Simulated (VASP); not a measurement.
# BaS (Fm-3m) in VASP: further runs, part 3 of 3

VASP 6.6.1.

## Step 5: Single point, PBEsol-based global hybrid with 25 % exact exchange

This run uses another cell than the first one, of 32.58 Å³/atom.

POSCAR reads:

```
BaS
1.0
    0.0000000000      3.1937500000      3.1937500000
    3.1937500000      0.0000000000      3.1937500000
    3.1937500000      3.1937500000      0.0000000000
Ba S
1 1
Direct
    0.0000000000      0.0000000000      0.0000000000
    0.5000000000      0.5000000000      0.5000000000
```

INCAR.step1 reads:

```
PREC = Accurate
ENCUT = 520
EDIFF = 1E-5
ISMEAR = -1
SIGMA = 0.05
LREAL = False
LASPH = True
NELM = 60
ALGO = Normal
ISIF = 2
LWAVE = True
LCHARG = False
NBANDS = 15
GGA = PE
```

INCAR.step2 reads:

```
PREC = Accurate
ENCUT = 520
EDIFF = 1E-6
ISMEAR = -1
SIGMA = 0.05
LREAL = False
LASPH = True
NELM = 60
ALGO = Normal
ISIF = 2
LWAVE = False
LCHARG = False
GGA = PS
LHFCALC = True
AEXX = 0.25
PRECFOCK = Normal
NBANDS = 15
ISTART = 1
```

KPOINTS reads:

```
regular mesh
0
Gamma
  4 4 4
```

Potentials or basis: VASP PAW PBE potentials, release 64 (Ba_sv, S).

Started as:

```bash
$ cat potpaw_PBE.64/Ba_sv/POTCAR potpaw_PBE.64/S/POTCAR > POTCAR
$ cp INCAR.step1 INCAR
$ mpirun -np 1 vasp_std > vasp.out
$ cp INCAR.step2 INCAR
$ mpirun -np 1 vasp_std > vasp.out
```

OUTCAR:

```text
PREC = Accurate
   ENCUT = 520
   EDIFF = 1E-6
   ISMEAR = -1
   LREAL = False
   LASPH = True
   NELM = 60
   ISIF = 2
   GGA = PS
   LHFCALC = True
   AEXX = 0.25
   PRECFOCK = Normal
   ISTART = 1

 ion  position               nearest neighbor table
   1  0.000  0.000  0.000-   2 3.19   2 3.19   2 3.19   2 3.19   2 3.19   2 3.19
   2  0.500  0.500  0.500-   1 3.19   1 3.19   1 3.19   1 3.19   1 3.19   1 3.19

  LATTYP: Found a face centered cubic cell.
 ALAT       =     6.3875000000

  Lattice vectors:

 A1 = (   0.0000000000,   3.1937500000,   3.1937500000)
 A2 = (   3.1937500000,   0.0000000000,   3.1937500000)
 A3 = (   3.1937500000,   3.1937500000,   0.0000000000)

Analysis of symmetry for initial positions (statically):
=====================================================================
 Subroutine PRICEL returns:
 Original cell was already a primitive cell.

 Routine SETGRP: Setting up the symmetry group for a
 face centered cubic supercell.

[... 166 lines left out ...]
      1     -27.5074      2.00000
      2     -11.4839      2.00000
      3     -11.4839      2.00000
      4     -11.4839      2.00000
      5     -11.1544      2.00000
      6       0.3294      2.00000
      7       0.3294      2.00000
      8       0.3294      2.00000
      9       5.4581      0.00000
     10       5.9074      0.00000
     11       5.9074      0.00000
     12       5.9074      0.00000
     13       6.8863      0.00000
     14       6.8863      0.00000
[... 113 lines left out ...]
      2     -12.2299      2.00000
      3     -11.8726      2.00000
      4     -11.8726      2.00000
      5     -10.2777      2.00000
      6      -0.9152      2.00000
      7      -0.2356      2.00000
      8      -0.2356      2.00000
      9       6.3046      0.00000
     10       6.3046      0.00000
     11       8.5405      0.00000
     12       9.0772      0.00000
     13       9.9146      0.00000
     14      11.9507      0.00000
     15      12.8969      0.00000

------------------------ aborting loop because EDIFF is reached ----------------------------------------

  FORCE on cell =-STRESS in cart. coord.  units (eV):
  Direction    XX          YY          ZZ          XY          YZ          ZX
  --------------------------------------------------------------------------------------
  -------------------------------------------------------------------------------------
  Total       -0.1966013     -0.1966013     -0.1966013     -0.0000000      0.0000000      0.0000000
  in kB       -4.8346413     -4.8346413     -4.8346413     -0.0000000      0.0000000      0.0000000
  external PRESSURE =      -4.8346413 kB  Pullay stress =       0.0000000 kB

 VOLUME and BASIS-vectors are now :
 -----------------------------------------------------------------------------
  energy-cutoff  :      520.00
  volume of cell :       65.15
      direct lattice vectors                 reciprocal lattice vectors
     0.000000000  3.193750000  3.193750000    -0.156555773  0.156555773  0.156555773
     3.193750000  0.000000000  3.193750000     0.156555773 -0.156555773  0.156555773
     3.193750000  3.193750000  0.000000000     0.156555773  0.156555773 -0.156555773

 POSITION                                       TOTAL-FORCE (eV/Angst)
 -----------------------------------------------------------------------------------
      0.00000      0.00000      0.00000         0.000000      0.000000     -0.000000
      3.19375      3.19375      3.19375         0.000000      0.000000      0.000000
 -----------------------------------------------------------------------------------
    total drift:                               -0.000000     -0.000002     -0.000000

  FREE ENERGIE OF THE ION-ELECTRON SYSTEM (eV)
  ---------------------------------------------------
  free  energy   TOTEN  =       -12.5199259406 eV

  energy  without entropy=      -12.5199259406  energy(sigma->0) =      -12.51992594
```

OUTCAR.step1:

```text
PREC = Accurate
   ENCUT = 520
   EDIFF = 1E-5
   ISMEAR = -1
   LREAL = False
[... 347 lines left out ...]
      0.00000      0.00000      0.00000        -0.000000     -0.000000      0.000000
      3.19375      3.19375      3.19375         0.000000      0.000000     -0.000000
 -----------------------------------------------------------------------------------
    total drift:                                0.000000      0.000000      0.000000

  FREE ENERGIE OF THE ION-ELECTRON SYSTEM (eV)
  ---------------------------------------------------
  free  energy   TOTEN  =       -10.1797063475 eV

  energy  without entropy=      -10.1797063473  energy(sigma->0) =      -10.17970635
```

Wall time 6.8 min (1 thread of AMD EPYC 7R13 (Zen 3), shared host); peak memory 0.18 GiB.

Results:

| Property | Result |
| --- | --- |
| Free energy | -12.5199 eV |
| Pressure | -0.5 GPa |
| Band gap on the k mesh | 3.63 eV (least direct gap 3.79 eV) |

Caveat: the k points lie up to 0.43 Å⁻¹ apart; the PAW data sets were made with another functional, which shifts forces and pressure a little; spin-orbit coupling is left out, which moves the levels of the heavy elements.

## Step 6: The runs side by side

```csv
task,level,cell,cutoff (eV),share of exact exchange,gap on the mesh (eV),pressure (GPa)
single point,HF,"a = 4.684 Å, angles 60.0°, 2 atoms",520,1,9.18,0.1
relaxation of cell and atoms,HF,"relaxed from a = 4.517 Å, angles 60.0°, 2 atoms",600,1,9.18,0.0
single point,PBEsol-based global hybrid with 25 % exact exchange,"a = 4.485 Å, angles 60.0°, 2 atoms",520,0.25,3.59,0.5
single point,PBEsol-based global hybrid with 25 % exact exchange,"a = 4.517 Å, angles 60.0°, 2 atoms",520,0.25,3.63,-0.5
```

Alike in all rows: potentials or basis VASP PAW PBE potentials, release 64 (Ba_sv, S); no spin polarisation; k mesh 4 × 4 × 4; smearing fermi-dirac 0.05 eV.

Caveats: some runs use coarse meshes; the PAW data sets were made with another functional, which shifts forces and pressure a little; spin-orbit coupling is left out, which moves the levels of the heavy elements.

Total energies depend on the potentials used, so only differences within one code and one set of settings carry meaning.

## Step 7: How close it comes

Step 2. A measured gap of BaS is 3.806 eV (indirect; 2 K; a printed reference work, monograph, original work of 1988); the calculated 9.18 eV misses it by +5.38 eV. So large a miss can be the level of theory's own, or it may mean another phase, state or a wrong row. Spin-orbit coupling on Ba is left out. The value is that of HF on a finite k mesh, which can miss the band edges, without temperature or zero-point motion.
